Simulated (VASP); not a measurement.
# Se (R-3m) in VASP: further runs, part 2 of 2

VASP 6.6.1. The steps go on from the part before.

## 5. Relaxation of cell and atoms, PBEsol, target pressure 75 GPa, at which the enthalpy is minimised

This run uses another cell than the first one, of 11.87 Å³/atom, 1.049 times its volume.

The input, INCAR:

```
ALGO = Fast
EDIFF = 1E-7
EDIFFG = -0.002
ENCUT = 700
GGA = PS
IBRION = 2
ISIF = 3
ISMEAR = 0
LASPH = T
LCHARG = F
LREAL = F
LWAVE = F
NELM = 60
NSW = 80
PREC = Accurate
PSTRESS = 750.0
SIGMA = 0.1
```

The input, KPOINTS:

```
k-points
0
Gamma
  21 21 21
```

The input, POSCAR:

```
Se                                      
1.0
    1.9534107824      1.1278023130      0.8982189146
   -1.9534107824      1.1278023130      0.8982189146
    0.0000000000     -2.2556046260      0.8982189146
  Se            
     1
Direct
     0.0000000000000000    0.0000000000000000    0.0000000000000000
```

Potentials or basis: VASP PAW PBE potentials, release 64 (Se).

The run is started by

```sh
> cat potpaw_PBE.64/Se/POTCAR > POTCAR
> mpirun -np 1 vasp_std > vasp.out
```

OUTCAR:

```text
EDIFF = 1E-7
   EDIFFG = -0.002
   ENCUT = 700
   GGA = PS
   IBRION = 2
   ISIF = 3
   ISMEAR = 0
   LASPH = T
   LREAL = F
   NELM = 60
   NSW = 80
   PREC = Accurate
   PSTRESS = 750.0

 ion  position               nearest neighbor table
   1  0.000  0.000  0.000-

  LATTYP: Found a trigonal (rhomboedric) cell.
 ALAT       =     2.4278692223
 COS(alpha) =    -0.2946923371

  Lattice vectors:

 A1 = (   1.9534107824,   1.1278023130,   0.8982189146)
 A2 = (  -1.9534107824,   1.1278023130,   0.8982189146)
 A3 = (   0.0000000000,  -2.2556046260,   0.8982189146)

Analysis of symmetry for initial positions (statically):
=====================================================================
 Subroutine PRICEL returns:
 Original cell was already a primitive cell.

 Routine SETGRP: Setting up the symmetry group for a
 trigonal (rhombohedral) supercell.

 Subroutine GETGRP returns: Found 12 space group operations
 (whereof 12 operations were pure point group operations)
 out of a pool of 12 trial point group operations.

The static configuration has the point symmetry D_3d.

Analysis of symmetry for dynamics (positions and initial velocities):
=====================================================================
 Subroutine PRICEL returns:
 Original cell was already a primitive cell.

[... 167 lines left out ...]
  external PRESSURE =     500.1435686 kB  Pullay stress =     750.0000000 kB
[... 24 lines left out ...]
--------------------------------------- Ionic step        2  -------------------------------------------

 number of electron       6.0000000 magnetization

 E-fermi :   5.9474     XC(G=0): -10.9122

 val. band max:        5.9457695992   @ k =  -0.3333   0.1905   0.0000
 cond. band min:       5.9494001695   @ k =  -0.2857   0.2857   0.0476
 fundamental gap:      0.0036305704
 Fermi energy:         5.9474312503

 k-point     1 :       0.0000    0.0000    0.0000
  band No.  band energies     occupation
      1     -10.6454      2.00000
      2       8.2375      0.00000
      3       9.4850      0.00000
      4       9.4850      0.00000
      5      16.7753      0.00000
      6      17.3341      0.00000
      7      17.3341      0.00000
[... 299 lines left out ...]
  energy  without entropy=       -2.5497558741  energy(sigma->0) =       -2.55075616

  enthalpy is  TOTEN    =         3.8018875905 eV   P V=        6.3536440456

[... ionic steps 4 to 18 ...]

--------------------------------------- Ionic step       19  -------------------------------------------

 number of electron       5.9999999 magnetization

------------------------ aborting loop because EDIFF is reached ----------------------------------------
[... 69 lines left out ...]
--------------------------------------- Ionic step       21  -------------------------------------------

 number of electron       5.9999999 magnetization

 Free energy of the ion-electron system (eV)
  ---------------------------------------------------
  ext. energy  EPLUGINS =         0.00000000
  ---------------------------------------------------
  free energy    TOTEN  =        -2.52139218 eV

  energy without entropy =       -2.51988941  energy(sigma->0) =       -2.52064080

 E-fermi :  11.5420     XC(G=0): -12.6276

 val. band max:       11.5403107239   @ k =  -0.1905   0.3333   0.1429
 cond. band min:      11.5441074700   @ k =   0.3810   0.2857   0.0952
 fundamental gap:      0.0037967461
 Fermi energy:        11.5419537170

 k-point     1 :       0.0000    0.0000    0.0000
  band No.  band energies     occupation
      1      -9.5718      2.00000
      2      14.8773      0.00000
      3      17.3020      0.00000
      4      17.3020      0.00000
      5      22.1087      0.00000
      6      22.1087      0.00000
      7      25.0204      0.00000
[... 262 lines left out ...]
  energy  without entropy=       -2.5198894089  energy(sigma->0) =       -2.52064080

  enthalpy is  TOTEN    =         3.7738159434 eV   P V=        6.2952081272

 reached required accuracy - stopping structural energy minimisation
```

OSZICAR:

```text
N       E                     dE             d eps       ncg     rms          rms(c)
DAV:   1     0.137292499168E+02    0.13729E+02   -0.41000E+03 12656   0.101E+03
DAV:   2    -0.143366378607E+01   -0.15163E+02   -0.14685E+02 17521   0.990E+01
DAV:   3    -0.158134795000E+01   -0.14768E+00   -0.14693E+00 14749   0.109E+01
DAV:   4    -0.158141741472E+01   -0.69465E-04   -0.69466E-04 19565   0.249E-01
[... 142 lines left out ...]
DAV:   1    -0.252146067004E+01   -0.44281E-03   -0.67969E-06 15680   0.167E-02    0.179E-03
RMM:   2    -0.252146057033E+01    0.99706E-07   -0.12040E-07  7814   0.331E-03
  20 F= 0.37738158E+01 E0= 0.37745672E+01  d E =0.662534E-06
       N       E                     dE             d eps       ncg     rms          rms(c)
DAV:   1    -0.252139218385E+01    0.68486E-04   -0.45647E-07 15092   0.447E-03    0.392E-04
RMM:   2    -0.252139218378E+01    0.77989E-10   -0.36872E-09  4656   0.687E-04
  21 F= 0.37738159E+01 E0= 0.37745673E+01  d E =0.814133E-06
```

CONTCAR:

```text
Se
   1.00000000000000
     1.9714104928168452    1.1381951079104533    0.9988824509668842
    -1.9714104928168452    1.1381951079104533    0.9988824509668842
    -0.0000000000000000   -2.2763902158209066    0.9988824509668842
  Se
     1
Direct
     0.0000000000000000    0.0000000000000000    0.0000000000000000

  0.00000000E+00  0.00000000E+00  0.00000000E+00
```

Wall time 11 min (1 thread of Intel Xeon Platinum 8488C (Sapphire Rapids), shared host); peak memory 0.29 GiB.

What came out:

- Free energy: -2.5214 eV
- Relaxed volume: 13.45 Å³/atom
- Relaxed cell: a = 2.486 Å, b = 2.486 Å, c = 2.486 Å, α = 104.94°, β = 104.94°, γ = 104.94°
- Space group after relaxing (to 0.05 Å): R-3m (No. 166)
- Energy change on relaxing (the enthalpy is what falls): -963.2 meV/atom
- Ionic steps: 21
- Pressure after relaxing: 75.0 GPa
- Band gap on the k mesh: none (metal or under the smearing width)

The path:
| step | energy change (eV) | largest force (eV/Å) | pressure (GPa) | volume (Å³) |
| --- | --- | --- | --- | --- |
| 1 | 0.0000 | 0.0000 | 125.01 | 11.87 |
| 2 | -1.8881 | 0.0000 | -0.23 | 19.45 |
| 3 | -0.9936 | 0.0000 | 67.83 | 13.57 |
| 4 | -0.8835 | 0.0000 | 74.26 | 13.32 |
| 5 | -0.8695 | 0.0000 | 75.08 | 13.29 |
| 6 | -0.8760 | 0.0000 | 75.10 | 13.30 |
| 7 | -0.8915 | 0.0000 | 76.14 | 13.32 |
| 8 | -0.8961 | 0.0000 | 80.06 | 13.32 |
| 9 | -0.9021 | 0.0000 | 77.41 | 13.32 |
| 10 | -0.9032 | 0.0000 | 78.58 | 13.32 |
| 11 | -0.9037 | 0.0000 | 78.32 | 13.32 |
| 12 | -0.9344 | 0.0000 | 76.89 | 13.39 |
| 13 | -0.9469 | 0.0000 | 76.30 | 13.41 |
| 14 | -0.9528 | 0.0000 | 75.84 | 13.43 |
| 15 | -0.9645 | 0.0000 | 74.94 | 13.45 |
| 16 | -0.9641 | 0.0000 | 74.96 | 13.45 |
| 17 | -0.9637 | 0.0000 | 74.97 | 13.45 |
| 18 | -0.9626 | 0.0000 | 75.04 | 13.45 |
| 19 | -0.9629 | 0.0000 | 75.03 | 13.45 |
| 20 | -0.9633 | 0.0000 | 75.02 | 13.45 |
| 21 | -0.9632 | 0.0000 | 75.01 | 13.45 |

Final structure:
```yaml
crystal:
  lattice:
    - [1.97141, 1.13820, 0.99888]
    - [-1.97141, 1.13820, 0.99888]
    - [0.00000, -2.27639, 0.99888]
  atoms:
    - { symbol: Se, position: [0.00000, 0.00000, 0.00000] }
```

Caveat: the cell is relaxed towards a set pressure, so the enthalpy falls and the energy may rise; the PAW data sets were made with another functional, which shifts forces and pressure a little.

## 6. Relaxation of cell and atoms, PBEsol, target pressure 75 GPa, at which the enthalpy is minimised

This run uses another cell than the first one, of 13.45 Å³/atom, 1.188 times its volume.

INCAR is that of step 5.

KPOINTS is that of step 5.

The input, POSCAR:

```
Se                                      
1.0
    1.9714104928      1.1381951079      0.9988824510
   -1.9714104928      1.1381951079      0.9988824510
   -0.0000000000     -2.2763902158      0.9988824510
  Se            
     1
Direct
     0.0000000000000000    0.0000000000000000    0.0000000000000000
```

Potentials or basis: VASP PAW PBE potentials, release 64 (Se).

The run is started by

```sh
> cat potpaw_PBE.64/Se/POTCAR > POTCAR
> mpirun -np 1 vasp_std > vasp.out
```

It took 72 s on 1 thread of Intel Xeon Platinum 8488C (Sapphire Rapids), shared host; peak memory 0.25 GiB.

Results (log left out):

```yaml
Free_energy: -2.5216 eV
Pressure_after_relaxing: 75.0 GPa
Band_gap_on_the_k_mesh: none (metal or under the smearing width)
```

Final structure:
```
Se
1.0
     1.97141    1.13820    0.99888
    -1.97141    1.13820    0.99888
     0.00000   -2.27639    0.99888
Se
1
Direct
  0.00000 0.00000 0.00000
```

Levels at points of the mesh, in eV from the Fermi level:
```csv
k point,band 1,band 2,band 3,band 4,band 5,band 6,band 7
"(0.00, 0.00, 0.00)",-21.11,3.34,5.76,5.76,10.57,10.57,13.48
```

Caveat: the relaxation stopped at its first step, so nothing moved; the cell is relaxed towards a set pressure, so the enthalpy falls and the energy may rise; the PAW data sets were made with another functional, which shifts forces and pressure a little.
